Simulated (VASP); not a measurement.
# S (Fm-3m) in VASP: single point with LDA

Aim: the single point of S with LDA.

Everything below comes from runs of VASP 6.6.1. Logs are shortened: lines on timing, memory, paths and dates and some standing lists are left out, and cuts for length are marked.

## 1. Starting point

It takes space group Fm-3m (No. 225, cubic). Conventional cell: a = 3.896 Å, b = 3.896 Å, c = 3.896 Å, α = 90.00°, β = 90.00°, γ = 90.00°. S (site symmetry m-3m) is surrounded by 12 S at 2.75 Å.

The cell was built by a generator and needn't be a form met in nature.

## 2. Single point, LDA

The input, INCAR:

```
  PREC = Accurate
  ENCUT = 520
  EDIFF = 1E-7
  ISMEAR = -1
  SIGMA = 0.13605693000000002
  LREAL = False
  LASPH = True
  NELM = 60
  ALGO = Normal
  ISIF = 2
  LWAVE = False
  LCHARG = True
  LELF = True
  LVHAR = True
  NBANDS = 9
```

The input, KPOINTS:

```
Automatic mesh
0
Gamma
  14 14 14
```

The input, POSCAR:

```
S
1.0
    0.0000000000      1.9479048283      1.9479048283
    1.9479048283      0.0000000000      1.9479048283
    1.9479048283      1.9479048283      0.0000000000
S
1
Direct
    0.0000000000      0.0000000000      0.0000000000
```

Potentials or basis: VASP PAW LDA potentials, release 64 (S).

The run is started by

```sh
> cat potpaw_LDA.64/S/POTCAR > POTCAR
> mpirun -np 1 vasp_std > vasp.out
```

OUTCAR:

```text
PREC = Accurate
   ENCUT = 520
   EDIFF = 1E-7
   ISMEAR = -1
   LREAL = False
   LASPH = True
   NELM = 60
   ISIF = 2

 ion  position               nearest neighbor table
   1  0.000  0.000  0.000-

  LATTYP: Found a face centered cubic cell.
 ALAT       =     3.8958096566

  Lattice vectors:

 A1 = (   0.0000000000,   1.9479048283,   1.9479048283)
 A2 = (   1.9479048283,   0.0000000000,   1.9479048283)
 A3 = (   1.9479048283,   1.9479048283,   0.0000000000)

Analysis of symmetry for initial positions (statically):
=====================================================================
 Subroutine PRICEL returns:
 Original cell was already a primitive cell.

 Routine SETGRP: Setting up the symmetry group for a
 face centered cubic supercell.

 Subroutine GETGRP returns: Found 48 space group operations
 (whereof 48 operations were pure point group operations)
 out of a pool of 48 trial point group operations.

The static configuration has the point symmetry O_h .

Analysis of symmetry for dynamics (positions and initial velocities):
=====================================================================
 Subroutine PRICEL returns:
 Original cell was already a primitive cell.

 Routine SETGRP: Setting up the symmetry group for a
 face centered cubic supercell.

 Subroutine GETGRP returns: Found 48 space group operations
 (whereof 48 operations were pure point group operations)
 out of a pool of 48 trial point group operations.

The dynamic configuration has the point symmetry O_h .

 Subroutine INISYM returns: Found 48 space group operations
 (whereof 48 operations are pure point group operations),
 and found     1 'primitive' translations

----------------------------------------------------------------------------------------

                                     Primitive cell

  volume of cell :      14.7820

  direct lattice vectors                    reciprocal lattice vectors
     0.000000000  1.947904828  1.947904828    -0.256686052  0.256686052  0.256686052
     1.947904828  0.000000000  1.947904828     0.256686052 -0.256686052  0.256686052
     1.947904828  1.947904828  0.000000000     0.256686052  0.256686052 -0.256686052

  length of vectors
     2.754753426  2.754753426  2.754753426     0.444593284  0.444593284  0.444593284

  position of ions in fractional coordinates (direct lattice)
     0.000000000  0.000000000  0.000000000

  ion indices of the primitive-cell ions
   primitive index   ion index
                 1           1

----------------------------------------------------------------------------------------

 KPOINTS: Automatic mesh

Automatic generation of k-mesh.
 Grid dimensions read from file:
 generate k-points for:   14   14   14

 Generating k-lattice:

  Cartesian coordinates                     Fractional coordinates (reciprocal lattice)
    -0.018334718  0.018334718  0.018334718     0.071428571  0.000000000  0.000000000
     0.018334718 -0.018334718  0.018334718     0.000000000  0.071428571  0.000000000
     0.018334718  0.018334718 -0.018334718     0.000000000  0.000000000  0.071428571

  Length of vectors
     0.031756663  0.031756663  0.031756663

  Shift w.r.t. Gamma in fractional coordinates (k-lattice)
     0.000000000  0.000000000  0.000000000

 Subroutine IBZKPT returns following result:
 ===========================================

 Found    104 irreducible k-points:

 Following reciprocal coordinates:
            Coordinates               Weight
  0.000000  0.000000  0.000000      1.000000
  0.071429  0.000000  0.000000      8.000000
  0.142857  0.000000  0.000000      8.000000
  0.214286  0.000000  0.000000      8.000000
  0.285714  0.000000  0.000000      8.000000
  0.357143  0.000000  0.000000      8.000000
[... 16 lines left out ...]
  0.214286  0.142857  0.000000     24.000000
  0.285714  0.142857  0.000000     24.000000
 [... further k-points ...]
   k-points           NKPTS =    104   k-points in BZ     NKDIM =    104   number of bands    NBANDS=      9
   number of dos      NEDOS =    301   number of ions     NIONS =      1
   total plane-waves  NPLWV =   8000
   dimension x,y,z NGX =    20 NGY =   20 NGZ =   20
   dimension x,y,z NGXF=    40 NGYF=   40 NGZF=   40
   ions per type =               1
   NGX,Y,Z   is equivalent  to a cutoff of  12.07, 12.07, 12.07 a.u.
   NGXF,Y,Z  is equivalent  to a cutoff of  24.14, 24.14, 24.14 a.u.
 SYSTEM =  unknown system
   PREC   = accura    normal or accurate (medium, high low for compatibility)
   ISTART =      0    job   : 0-new  1-cont  2-samecut
   ICHARG =      2    charge: 1-file 2-atom 10-const
   ISPIN  =      1    spin polarized calculation?
   LNONCOLLINEAR =      F non collinear calculations
   LSORBIT =      F    spin-orbit coupling
   LASPH  =      T    aspherical Exc in radial PAW
   ENCUT  =  520.0 eV  38.22 Ry    6.18 a.u.   5.12  5.12  5.12*2*pi/ulx,y,z
   NELM   =     60;   NELMIN=  2; NELMDL= -5     # of ELM steps
   EDIFF  = 0.1E-06   stopping-criterion for ELM
   LREAL  =      F    real-space projection
   EDIFFG = 0.1E-05   stopping-criterion for IOM
   NSW    =      0    number of steps for IOM
   IBRION =     -1    ionic relax: 0-MD 1-quasi-New 2-CG
   NFREE  =      0    steps in history (QN), initial steepest desc. (CG)
   ISIF   =      2    stress and relaxation
   ISYM   =      2    0-nonsym 1-usesym 2-fastsym
   POTIM  = 0.5000    time-step for ionic-motion
   TEBEG  =    0.0;   TEEND  =   0.0 temperature during run
   PSTRESS=    0.0 pullay stress
   NELECT =       6.0000    total number of electrons
   NUPDOWN=      -1.0000    fix difference up-down
   EMIN   =  10.00;   EMAX   =-10.00  energy-range for DOS
   EFERMI =   0.00;   METHOD = LEGACY
   ISMEAR =    -1;   SIGMA  =   0.14  broadening in eV -4-tet -1-fermi 0-gaus
   EFERMI_NEDOS =   21; number of points for ismear=-14 and -15
   IALGO  =     38    algorithm
   IMIX   =      4    mixing-type and parameters
     AMIX     =   0.40;   BMIX     =  1.00
     AMIX_MAG =   1.60;   BMIX_MAG =  1.00
  volume/ion in A,a.u.               =      14.78        99.75
  Fermi-wavevector in a.u.,A,eV,Ry     =   1.212125  2.290585 19.990329  1.469248
  Thomas-Fermi vector in A             =   2.347619
   LORBIT       =      0    0 simple, 1 ext, 2 COOP (PROOUT), +10 PAW based schemes
   GGA     = CA    functional components
   LHFCALC =     F    Hartree Fock is set to
   AEXX    =    0.0000 exact exchange contribution
   IVDW    =     0    specifies the selected vdW correction
   LEPSILON=     F    determine dielectric tensor
   LRPA    =     F    only Hartree local field effects (RPA)
 non-spin polarized calculation
  energy-cutoff  :      520.00
  volume of cell :       14.78
 maximum number of plane-waves:       411
   NGX = 11   NGY = 11   NGZ = 11

 number of electron       5.9999998 magnetization

 Free energy of the ion-electron system (eV)
  ---------------------------------------------------
  ext. energy  EPLUGINS =         0.00000000
  ---------------------------------------------------
  free energy    TOTEN  =        -3.71312173 eV

  energy without entropy =       -3.66602706  energy(sigma->0) =       -3.68957439

 E-fermi :   8.3933     XC(G=0): -11.6674

 val. band max:        8.3860447125   @ k =   0.5000   0.2857   0.0000
 cond. band min:       8.3952178887   @ k =   0.3571   0.2143   0.0000
 fundamental gap:      0.0091731762
 Fermi energy:         8.3933423385

 k-point     1 :       0.0000    0.0000    0.0000
  band No.  band energies     occupation
      1      -9.0042      2.00000
      2      11.9398      0.00000
      3      11.9398      0.00000
      4      11.9398      0.00000
      5      20.5215      0.00000
      6      20.5215      0.00000
      7      20.5215      0.00000
      8      23.7125      0.00000
      9      26.2236      0.00000

 k-point     2 :       0.0714    0.0000    0.0000
  band No.  band energies     occupation
      1      -8.8745      2.00000
      2      11.1963      0.00000
      3      11.8357      0.00000
      4      11.8357      0.00000
      5      20.3041      0.00000
      6      20.7514      0.00000
      7      20.7514      0.00000
      8      24.1113      0.00000
      9      25.8140      0.00000

 k-point     3 :       0.1429    0.0000    0.0000
  band No.  band energies     occupation
      1      -8.4879      2.00000
      2       9.3913      0.00130
      3      11.5718      0.00000
      4      11.5718      0.00000
      5      19.7586      0.00000
      6      21.2485      0.00000
      7      21.2485      0.00000
      8      25.1204      0.00000
      9      25.1316      0.00000

 k-point     4 :       0.2143    0.0000    0.0000
  band No.  band energies     occupation
      1      -7.8543      2.00000
      2       7.1606      1.99977
      3      11.2459      0.00000
      4      11.2459      0.00000
      5      19.1594      0.00000
      6      21.3826      0.00000
      7      21.3826      0.00000
      8      25.1722      0.00000
      9      25.1722      0.00000
[... 205 lines left out ...]
 k-point    22 :       0.1429    0.1429    0.0000
  band No.  band energies     occupation
      1      -8.3153      2.00000
      2      10.1834      0.00000
      3      10.6614      0.00000
      4      10.6614      0.00000
      5      18.2816      0.00000
      6      21.7517      0.00000
      7      22.5936      0.00000
      8      22.5936      0.00000
      9      26.3816      0.00000

 k-point    23 :       0.2143    0.1429    0.0000
  band No.  band energies     occupation
      1      -7.8484      2.00000
      2       8.6152      0.32739
      3      10.1921      0.00000
      4      10.4550      0.00000
      5      17.8928      0.00000
      6      20.5216      0.00000
      7      23.0900      0.00000
      8      23.3278      0.00000
      9      27.1110      0.00000

 k-point    24 :       0.2857    0.1429    0.0000
  band No.  band energies     occupation
      1      -7.1429      2.00000
      2       6.5541      2.00000
      3       9.8319      0.00005
      4      10.0350      0.00001
      5      17.8887      0.00000
      6      19.9772      0.00000
      7      23.2190      0.00000
      8      23.3322      0.00000
      9      27.8935      0.00000

 [... further k-points ...]

------------------------ aborting loop because EDIFF is reached ----------------------------------------

  FORCE on cell =-STRESS in cart. coord.  units (eV):
  Direction    XX          YY          ZZ          XY          YZ          ZX
  --------------------------------------------------------------------------------------
  -------------------------------------------------------------------------------------
  Total       -0.0377375     -0.0377375     -0.0377375      0.0000000      0.0000000      0.0000000
  in kB       -4.0902520     -4.0902520     -4.0902520      0.0000000      0.0000000      0.0000000
  external PRESSURE =      -4.0902520 kB  Pullay stress =       0.0000000 kB

 VOLUME and BASIS-vectors are now :
 -----------------------------------------------------------------------------
  energy-cutoff  :      520.00
  volume of cell :       14.78
      direct lattice vectors                 reciprocal lattice vectors
     0.000000000  1.947904828  1.947904828    -0.256686052  0.256686052  0.256686052
     1.947904828  0.000000000  1.947904828     0.256686052 -0.256686052  0.256686052
     1.947904828  1.947904828  0.000000000     0.256686052  0.256686052 -0.256686052

 POSITION                                       TOTAL-FORCE (eV/Angst)
 -----------------------------------------------------------------------------------
      0.00000      0.00000      0.00000        -0.000000      0.000000      0.000000
 -----------------------------------------------------------------------------------
    total drift:                               -0.000000      0.000000     -0.000000

  FREE ENERGIE OF THE ION-ELECTRON SYSTEM (eV)
  ---------------------------------------------------
  free  energy   TOTEN  =        -3.7131217273 eV

  energy  without entropy=       -3.6660270620  energy(sigma->0) =       -3.68957439
```

It took 8.8 s on 1 thread of Intel Xeon Platinum 8488C (Sapphire Rapids), shared host; peak memory 0.12 GiB.

What came out:

```
Free energy            : -3.7131 eV
Pressure               : -0.4 GPa
Band gap on the k mesh : none (metal or under the smearing width)
```

Levels at points of the mesh, in eV from the Fermi level:
```csv
k point,band 1,band 2,band 3,band 4,band 5,band 6,band 7,band 8
"(0.00, 0.00, 0.00)",-17.40,3.55,3.55,3.55,12.13,12.13,12.13,15.32
"(0.50, 0.00, 0.00)",-12.81,-8.08,2.11,2.11,9.64,11.29,11.29,17.25
"(0.50, 0.50, 0.00)",-10.93,-6.99,-0.91,-0.91,5.11,5.53,22.58,24.00
```
